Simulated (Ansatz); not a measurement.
Crystal: I.

```xyz
1
Lattice="2.5383 -3.7066 0.0000 2.5383 3.7066 0.0000 -1.6209 0.0000 2.3811" Properties=species:S:1:pos:R:3 pbc="T T T"
I     1.7279    0.0000    1.1905
```

| Property | Result |
| --- | --- |
| Program | Ansatz 0.2.0 |
| Task | relaxation of cell and atoms |
| Functional | PBE |
| Potentials or basis | all-electron LAPW, scalar-relativistic |
| Basis error allowed | 0.001 eV/atom |
| k mesh | 5 × 5 × 8 |
| Occupations | fermi-dirac, width 0.05 eV |
| Spin | no spin polarisation |

At the start: volume 44.81 Å³/atom.

Problem. Where does the relaxation end?

Solution. Over 11 steps the energy falls by 52.2 meV/atom and the volume is 52.08 Å³/atom (+16.2 %); space group C2/m (No. 12, to 0.05 Å).

The path:
| step | energy change (eV) | largest force (eV/Å) | volume (Å³) |
| --- | --- | --- | --- |
| 1 | 0.0000 | 0.0000 | 44.81 |
| 2 | -0.0231 | 0.0000 | 46.18 |
| 3 | -0.0320 | 0.0000 | 45.94 |
| 4 | -0.0445 | 0.0000 | 45.16 |
| 5 | -0.0485 | 0.0000 | 46.96 |
| 6 | -0.0508 | 0.0000 | 49.19 |
| 7 | -0.0514 | 0.0000 | 50.36 |
| 8 | -0.0516 | 0.0000 | 51.36 |
| 9 | -0.0517 | 0.0000 | 51.88 |
| 10 | -0.0517 | 0.0000 | 52.08 |
| 11 | -0.0522 | 0.0000 | 52.08 |

Final structure:
```yaml
crystal:
  lattice:
    - [2.45099, -4.57877, -0.14013]
    - [2.45099, 4.57877, -0.14013]
    - [-1.69654, 0.00000, 2.41737]
  atoms:
    - { symbol: I, position: [0.50000, 0.50000, 0.50000] }
```

Caveat: the k mesh is thin for a metal, which can move the energy by tens of meV per atom; the volume moved by over 15 % at a fixed basis, so the end points are rough.
